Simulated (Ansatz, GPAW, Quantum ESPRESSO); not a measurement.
# Simulated XPS, UPS and emission spectra of BAs

Wanted: projected DOS of BAs, weighted into photoemission and X-ray emission spectra, at several levels of theory.

Calculated with Ansatz 0.2.0, Quantum ESPRESSO 7.5 and GPAW 26.7.0; DFT, PBE, plane-wave PAW, default files, scalar-relativistic, in the first sound run; inputs show where later runs differ.

**What experiment says.**

For BAs, zinc blende (single crystal grown by chemical vapor transport, 300 K), “Basic Physical Properties of Cubic Boron Arsenide” (2019, arxiv:1911.11281) gives, by UV-visible absorption: band gap (indirect optical gap from absorption edge) 1.82 eV [room-temperature optical absorption edge, not a zero-temperature fundamental gap].

This is a report of a sequence of runs, with most program output left out.

### Step 1. Starting point

The structure is cubic, space group F-43m (No. 216). The conventional cell has a = 4.777 Å, b = 4.777 Å, c = 4.777 Å, α = 90.00°, β = 90.00°, γ = 90.00°. Nearest to As lie 4 B at 2.07 Å. B has 4 As at 2.07 Å nearest. Farther neighbours are not listed.

### Step 2. The base run

First the ground state, then the DOS by atom and shell, which the cross sections turn into spectra. The DOS is taken on a denser mesh than the density.

File input.yaml:

```yaml
crystal:
  lattice:
    - [0.0, 2.3885, 2.3885]
    - [2.3885, 0.0, 2.3885]
    - [2.3885, 2.3885, 0.0]
  atoms:
    - { symbol: As, position: [0.75, 0.75, 0.75] }
    - { symbol: B, position: [0.0, 0.0, 0.0] }
kpoints:
  mp_grid: { grid: [14, 14, 14] }
  band_path:
    path:
      - [[0.0, 0.0, 0.0], [-0.5, -0.5, 0.0], [-0.375, -0.375, 0.25]]
      - [[-0.375, 0.0, 0.375], [0.0, 0.0, 0.0], [0.0, 0.0, 0.5], [-0.5, -0.25, 0.25], [-0.5, -0.5, 0.0]]
    npoints: 15
scf:
  occupations: { method: fermi_dirac, width: 0.05 }
  n_extra_bands: 8
hamiltonian:
  xc: pbe
  pseudopotentials: { kind: paw }
output:
  forces: true
  stress: true
  dos:
    projected: true
    de: 0.05
    e_range: [-28, 12]
    nscf_kmesh: { grid: [24, 24, 24] }
  fatbands: true
```

Command:

```
$ ansatz run input.yaml --threads 4 --pin off --max-ram 8192MiB --backend cpu --events-out ev --progress --plain --runs-dir out
```

It took 3.5 s on 4 threads of Intel Xeon at 2.60GHz (Ice Lake), shared host; peak memory 0.43 GiB.

This step gave:

| Item | Value |
| --- | --- |
| free energy | -5012.1006 eV |
| Fermi energy | 11.71 eV |
| symmetry operations | 24 |
| pressure | 2.771 GPa |
| gap on the k-mesh | 1.206 eV |
| zero of energy | valence-band maximum |
| share of occupied states in no projected shell | 0.004 of the occupied states in the window |
| gap on the path | 1.184 eV |
| least direct gap on the path | 3.281 eV |
| valence top on path | 0 eV |

The electronic bands at the labelled points (eV, zero at the valence-band maximum; v1 is the highest filled band, c1 the lowest empty one):

```
          point      v4     v3     v2     v1    c1    c2     c3     c4
              Γ  -15.40   0.00   0.00   0.00  3.28  3.28   3.28   4.67
0.47 of the way  -14.23  -3.73  -2.52  -2.52  1.77  4.82   7.05   7.05
              X  -11.22  -8.52  -4.08  -4.08  1.44  1.45  11.39  11.39
0.53 of the way  -11.19  -8.40  -4.99  -3.90  1.62  2.96  10.63  10.75
              U  -11.26  -8.14  -5.94  -3.48  2.05  5.55   9.23   9.77
      jump to K  -11.26  -8.14  -5.94  -3.48  2.05  5.55   9.23   9.77
0.47 of the way  -13.72  -5.47  -4.07  -1.29  3.94  5.13   6.02   7.02
              Γ  -15.40   0.00   0.00   0.00  3.28  3.28   3.28   4.67
0.47 of the way  -14.53  -4.55  -1.06  -1.06  3.11  4.58   4.58   7.68
              L  -12.53  -8.78  -1.82  -1.82  2.69  4.79   4.79   8.89
0.53 of the way  -11.89  -8.22  -4.76  -3.22  4.04  4.85   7.62   9.08
              W  -11.06  -8.05  -5.48  -5.19  5.27  5.94   6.82   7.05
0.47 of the way  -11.14  -8.29  -4.88  -4.75  3.06  3.19   9.51   9.80
              X  -11.22  -8.52  -4.08  -4.08  1.44  1.45  11.39  11.39
```

Of the projections kept (As s, As p, B s, B p, not projected), the largest for each band there; the rest of the weight can lie on other orbitals:

```
point         v4         v3         v2         v1         c1         c2         c3                  c4
    Γ  As s 0.59   B p 0.57   B p 0.57   B p 0.57  As p 0.58  As p 0.58  As p 0.58            B s 0.56
    X  As s 0.65  As p 0.58  As p 0.51  As p 0.51   B s 0.48   B p 0.56   B p 0.48            B p 0.48
    U  As s 0.66  As p 0.53  As p 0.54  As p 0.51   B p 0.31   B p 0.35  As p 0.45  not projected 0.28
    K  As s 0.66  As p 0.53  As p 0.54  As p 0.51   B p 0.31   B p 0.35  As p 0.45  not projected 0.28
    Γ  As s 0.59   B p 0.57   B p 0.57   B p 0.57  As p 0.58  As p 0.58  As p 0.58            B s 0.56
    L  As s 0.59  As p 0.54   B p 0.51   B p 0.51   B s 0.46  As p 0.44  As p 0.44  not projected 0.67
```

The DOS has structure finer than the step of the table below, so its rows give means over 1 eV, whole bins alone (the curve runs from -16.9 to 12.5 eV). Peaks (eV: height): total -8.0: 1.92, 3.3: 1.76, 4.7: 1.79, 9.0: 1.40; As 4p -8.0: 0.970, -4.0: 0.583, 4.7: 0.696, 9.0: 0.399; B 2p -4.0: 0.524, 3.3: 0.651, 4.7: 0.578, 9.0: 0.338; As 4s -11.3: 0.515, -8.0: 0.0691, 3.3: 0.264, 5.1: 0.127; B 2s -12.5: 0.124, -8.0: 0.674, 3.3: 0.300, 5.1: 0.230.

DOS against E, zero at the valence-band maximum; means over each step; values in states/eV/cell:

```
E (eV)   total    As 4p    B 2p    As 4s     B 2s    As 3d
   -16       0        0       0        0        0        0
   -15   0.142   0.0102  0.0140   0.0731   0.0439   1.8e-6
   -14   0.318   0.0351  0.0544    0.154   0.0734   2.2e-5
   -13   0.527   0.0518   0.110    0.269   0.0935   9.3e-5
   -12   0.731   0.0461   0.180    0.418   0.0838   1.6e-4
   -11   0.282  0.00597  0.0853    0.181  0.00942   5.6e-5
   -10       0        0       0        0        0        0
    -9  0.0474   0.0253  0.0106   9.6e-4   0.0100   1.2e-5
    -8   0.948    0.479   0.123   0.0429    0.297   6.6e-4
    -7   0.413    0.191  0.0770   0.0456   0.0969   2.8e-4
    -6   0.494    0.244   0.161   0.0336   0.0524   3.0e-4
    -5   0.805    0.398   0.312   0.0323   0.0584   5.7e-4
    -4    1.07    0.526   0.469   0.0259   0.0484   8.3e-4
    -3    1.03    0.500   0.476   0.0169   0.0316   9.5e-4
    -2   0.822    0.392   0.401  0.00837   0.0156   9.0e-4
    -1   0.318    0.145   0.163  0.00267  0.00498   4.4e-4
     0  0.0484   0.0209  0.0264   1.7e-4   3.3e-4   8.0e-5
     1  0.0323  0.00695  0.0106  0.00427  0.00728   3.9e-5
     2   0.411   0.0935   0.142   0.0488   0.0747   4.4e-4
     3    1.09    0.231   0.396    0.148    0.179  0.00107
     4   0.940    0.225   0.373    0.104   0.0995   8.4e-4
     5    1.37    0.475   0.424   0.0869    0.156   9.1e-4
     6    1.04    0.321   0.357   0.0738   0.0842   5.8e-4
     7    1.05    0.313   0.343   0.0731   0.0898   4.6e-4
     8   0.734    0.235   0.209   0.0273   0.0712   3.1e-4
     9   0.924    0.281   0.246   0.0301   0.0891   3.2e-4
    10   0.678    0.141   0.137   0.0129   0.0271   1.7e-4
    11    1.02    0.115   0.104   0.0197   0.0254   1.4e-4
    12    1.20   0.0906  0.0814   0.0250   0.0214   1.2e-4
```

Sums over each group's atoms; a table of it gives point samples, which can step over narrow peaks. Table of DOS of the group by E, zero at the valence-band maximum; values in states/eV:

```
E (eV)  As1: As 4p  B2: B 2p  As1: As 4s  B2: B 2s  As1: As 3d
   -16           0         0           0         0           0
   -14      0.0355    0.0542       0.153    0.0736      2.0e-5
   -12      0.0475     0.178       0.412    0.0837      1.6e-4
   -10           0         0           0         0           0
    -8       0.801     0.173      0.0581     0.540     0.00123
    -6       0.185     0.117      0.0320    0.0475      2.5e-4
    -4       0.572     0.513      0.0260    0.0487      8.6e-4
    -2       0.423     0.435     0.00819    0.0153      9.7e-4
     0     0.00728   0.00973      2.0e-5    4.0e-5      3.0e-5
     2      0.0937     0.142      0.0496    0.0772      4.5e-4
     4       0.216     0.390       0.100    0.0808      8.4e-4
     6       0.307     0.348      0.0722    0.0786      5.6e-4
     8       0.224     0.192      0.0225    0.0689      3.0e-4
    10       0.135     0.132      0.0126    0.0268      1.6e-4
    12      0.0967    0.0864      0.0257    0.0211      1.3e-4
```

This run's widths, added to any smearing of the DOS itself: Gaussian 0.1 eV, Lorentzian 0.2 eV. Intensity against binding energy, zero at the valence-band maximum; values in % of the maximum within 13 eV:

```
binding energy (eV)  21.2 eV  60 eV  150 eV  1486.7 eV  8047.8 eV
                 -1     1.04  0.637   0.521      0.761      0.364
                  0     4.65   2.64    1.99       2.89       1.25
                  1     30.4   16.9    12.8       19.0       8.00
                  2     78.5   43.2    33.4       51.1       21.6
                  3     92.2   52.2    41.9       63.6       27.9
                  4     98.7   57.7    47.6       71.6       32.4
                  5     67.7   43.1    37.9       55.0       26.8
                  6     36.1   26.3    25.0       34.8       18.9
                  7     30.6   29.9    30.3       36.3       21.3
                  8     89.3   98.1    98.1       98.4       45.2
                  9     4.26   4.43    4.42       5.11       2.86
                 10     1.15   1.99    2.12       3.01       2.65
                 11     2.29   11.4    13.6       23.9       27.1
                 12        -   48.7    56.4       89.9       98.7
                 13        -   38.1    42.7       62.0       65.3
                 14        -   25.7    28.4       38.5       39.6
                 15        -   14.0    15.5       19.5       20.4
                 16        -  0.964    1.06       1.43       1.45
```

Maxima picked by a test of local sharpness, so broad peaks and shoulders can be missing; peaks within 0.45 eV of a curve's cut are left out. Valence peaks, by row:

```
photon energy (eV)  binding energy (eV)  height (% of the maximum within 13 eV)  main shell  its share (%)
              21.2                8.015                                   90.92       As 4p          58.58
              21.2                5.515                                   69.08       As 4p          49.46
              21.2                3.865                                     100        B 2p          51.93
                60                12.42                                   52.75       As 4s          38.67
                60                8.015                                     100        B 2s          72.96
                60                5.515                                   43.31        B 2p          52.92
                60                3.915                                   58.09        B 2p          64.21
               150                12.37                                   60.29       As 4s          64.35
               150                8.015                                     100        B 2s          59.25
               150                5.515                                   38.84       As 4p          50.76
               150                3.965                                   47.76       As 4p          54.97
              1487                12.32                                   92.19       As 4s          89.23
              1487                8.015                                     100       As 4p          75.38
              1487                5.515                                   57.77       As 4p          83.69
              1487                3.915                                    72.1       As 4p          89.55
              8048                12.32                                     100       As 4s          96.68
              8048                11.37                                   99.19       As 4s          98.67
              8048                8.015                                   45.71       As 4p          66.28
              8048                5.515                                   28.21       As 4p          68.89
              8048                3.965                                   32.55       As 4p          79.49
```

The intensity has structure finer than the step of the table below, so its rows give means over 0.5 eV, whole bins alone (the curve runs from -16.9 to 1.41 eV). Peaks (eV: height): As K-beta valence -3.69: 100.0; As L3-N1 -12.09: 100.0; B K -11.39: 39.8, -7.99: 30.2, -3.79: 99.9.

Shapes are the site's partial DOS without matrix elements, which overweights lines from ligand s bands. The intensity by emission energy less the core level's binding energy, zero at the valence-band maximum; means over each step; values in % of the unpolarised maximum:

```
emission energy less the core level's binding energy (eV)  As K-beta valence  As L3-N1    B K
                                                    -16.5               3.39      5.04  0.103
                                                    -16.0               4.11      7.89  0.144
                                                    -15.5               5.16      14.5  0.460
                                                    -15.0               6.59      25.5   2.87
                                                    -14.5               8.30      37.0   6.79
                                                    -14.0               10.1      48.1   10.9
                                                    -13.5               11.6      60.7   15.3
                                                    -13.0               12.8      76.7   21.3
                                                    -12.5               13.5      93.4   31.1
                                                    -12.0               13.6      99.1   35.1
                                                    -11.5               13.5      88.0   37.7
                                                    -11.0               13.8      54.0   13.9
                                                    -10.5               15.4      24.8  0.823
                                                    -10.0               19.0      13.4  0.464
                                                     -9.5               25.5      9.14  0.471
                                                     -9.0               36.2      8.00   1.61
                                                     -8.5               50.1      9.66   12.9
                                                     -8.0               61.2      13.3   27.3
                                                     -7.5               64.3      14.9   20.5
                                                     -7.0               63.4      14.1   15.7
                                                     -6.5               64.8      12.7   13.7
                                                     -6.0               70.9      11.6   29.1
                                                     -5.5               79.6      11.0   58.7
                                                     -5.0               87.7      10.3   60.8
                                                     -4.5               94.3      9.46   73.1
                                                     -4.0               98.8      8.38   95.2
                                                     -3.5               99.5      7.16   97.9
                                                     -3.0               95.6      5.90   93.9
                                                     -2.5               87.8      4.66   90.1
                                                     -2.0               76.3      3.54   82.0
                                                     -1.5               62.1      2.59   53.0
                                                     -1.0               47.8      1.84   32.3
                                                     -0.5               35.3      1.29   18.1
                                                      0.0               25.5     0.931   4.68
                                                      0.5               18.5     0.731  0.600
                                                      1.0               13.9     0.612  0.352
```

Window up to 12.5 eV. Shell moments, by row:

```
element  shell  occupied states an atom  centre of occupied part (eV)  rms width of occupied part (eV)  centre up to the window's top (eV)  rms width up to the window's top (eV)
     As     4s                    1.304                        -11.49                            2.779                              -5.853                                  8.407
     As     4p                    3.069                        -4.989                              2.8                              0.2131                                   6.33
      B     2s                     0.92                        -8.798                            3.482                              -1.558                                  7.847
      B     2p                    2.663                        -5.227                            3.651                              0.5766                                  6.456
```

The spectra weight each projected shell by its atomic cross section (Dirac–Hartree–Slater) and angular factor, for unpolarised light with the analyser at 54.7° from the beam. Broadening, on top of any smearing of the DOS itself: a Gaussian of 0.1 eV and a Lorentzian of 0.2 eV plus 0 times the binding energy (full widths), Fermi edge at 20 K. Curves are cut 10 eV under the photon energy, above any shell that the free atom's threshold puts out of reach, or at the lower edge of the window: 11.2 eV at 21.2 eV, 16.9 eV at 60 eV, 16.9 eV at 150 eV, 16.9 eV at 1486.7 eV and 16.9 eV at 8047.8 eV. Dipole terms alone, which is rough above 3 keV; no background, satellites or final-state effects.

How the area divides among the shells (%):

```
shell  21.2 eV  60 eV  150 eV  1486.7 eV  8047.8 eV
As 4s      0.0   13.6    26.9       40.4       67.4
As 4p     47.6   12.6    31.3       54.5       31.1
As 3d      0.0    0.1     2.1        0.5        0.0
 B 2s      6.3   32.6    27.6        4.4        1.4
 B 2p     46.0   41.0    12.2        0.2        0.0
```

At this level the gap is 1.18 eV on the path.

### Step 3. With spin–orbit coupling

This step: DFT, PBE, plane-wave PAW, default files, with spin-orbit coupling (Ansatz 0.2.0).

Spin–orbit coupling splits and shifts levels of heavy atoms, so the bands are solved again with spinors.

Edit input.yaml of step 2 so:

```diff
@@ -17,6 +17,6 @@
   occupations: { method: fermi_dirac, width: 0.05 }
-  n_extra_bands: 8
+  n_extra_bands: 16
 hamiltonian:
   xc: pbe
-  pseudopotentials: { kind: paw }
+  pseudopotentials: { kind: paw_fr }
 output:
@@ -29,2 +29,6 @@
     nscf_kmesh: { grid: [24, 24, 24] }
+    method: { smearing: { sigma: 0.08, scheme: gaussian } }
   fatbands: true
+magnetization:
+  noncollinear: true
+  spin_orbit: true
```

Elapsed: 16 s, on 4 threads; peak memory 0.66 GiB.

Numbers from this step:

```yaml
free_energy: -5012.2268 eV
fermi_energy: 11.72 eV
pressure: 2.761 GPa
gap_on_the_k_mesh: 1.141 eV
gap_on_the_path: 1.120 eV
least_direct_gap_on_the_path: 3.076 eV
```

Electronic bands along the path, in eV, zero at the valence-band maximum; v1 is the highest filled band, c1 the lowest empty one:

```
          point     v4     v3     v2     v1    c1    c2    c3    c4
              Γ   0.00   0.00   0.00   0.00  3.08  3.08  3.29  3.29
0.47 of the way  -2.65  -2.65  -2.52  -2.52  1.70  1.70  4.75  4.75
              X  -4.21  -4.21  -4.08  -4.08  1.38  1.38  1.39  1.39
0.53 of the way  -5.09  -5.03  -3.97  -3.96  1.55  1.56  2.88  2.92
              U  -6.06  -5.96  -3.55  -3.54  1.98  1.99  5.47  5.50
      jump to K  -6.06  -5.96  -3.55  -3.54  1.98  1.99  5.47  5.50
0.47 of the way  -4.18  -4.08  -1.36  -1.35  3.86  3.88  5.05  5.06
              Γ   0.00   0.00   0.00   0.00  3.08  3.08  3.29  3.29
0.47 of the way  -1.20  -1.20  -1.06  -1.06  3.05  3.05  4.46  4.46
              L  -1.96  -1.96  -1.81  -1.81  2.62  2.62  4.69  4.69
0.53 of the way  -4.86  -4.79  -3.32  -3.25  3.97  3.98  4.73  4.83
              W  -5.63  -5.48  -5.25  -5.24  5.20  5.21  5.88  5.88
0.47 of the way  -5.02  -4.91  -4.80  -4.79  2.97  3.02  3.13  3.13
              X  -4.21  -4.21  -4.08  -4.08  1.38  1.38  1.39  1.39
```

Of the projections kept (As s, As p, B s, B p, not projected), the largest for each band there; the rest of the weight can lie on other orbitals:

```
point         v4         v3         v2         v1         c1         c2         c3         c4
    Γ   B p 0.59   B p 0.59   B p 0.59   B p 0.59  As p 0.53  As p 0.53  As p 0.60  As p 0.60
    X  As p 0.52  As p 0.52  As p 0.51  As p 0.51   B s 0.48   B s 0.48   B p 0.56   B p 0.56
    U  As p 0.54  As p 0.53  As p 0.51  As p 0.51   B p 0.31   B p 0.31   B p 0.35   B p 0.35
    K  As p 0.54  As p 0.53  As p 0.51  As p 0.51   B p 0.31   B p 0.31   B p 0.35   B p 0.35
    Γ   B p 0.59   B p 0.59   B p 0.59   B p 0.59  As p 0.53  As p 0.53  As p 0.60  As p 0.60
    L   B p 0.50   B p 0.50   B p 0.52   B p 0.52   B s 0.46   B s 0.46  As p 0.43  As p 0.43
```

Side by side:

```
                         quantity  this run  base run  difference
             gap on the path (eV)    1.1198    1.1842     -0.0644
least direct gap on the path (eV)    3.0756     3.281      -0.205
           gap on the k-mesh (eV)    1.1414    1.2058     -0.0644
```

The two runs differ clearly in the least direct gap on the path: 3.08 eV against 3.28 eV.

(Continued in part 2 of 3.)

[Logs are printed without paths, hosts, clocks, repeated set-up lines and the standing remarks that a program may print on its own settings, such as how far it seeks lower states.]

[Hosts, paths, dates, database ids (printed as entryN), source tags and the programs' standing remarks are cut or masked in the printed files.]

[Maps of the electrostatic potential energy from Ansatz leave out the sawtooth potential of an applied field or a dipole correction, so their vacuum need not be flat; work functions include it.]

[Peak lists hold at most the 14 tallest peaks of each spectrum; further lines can be left out.]
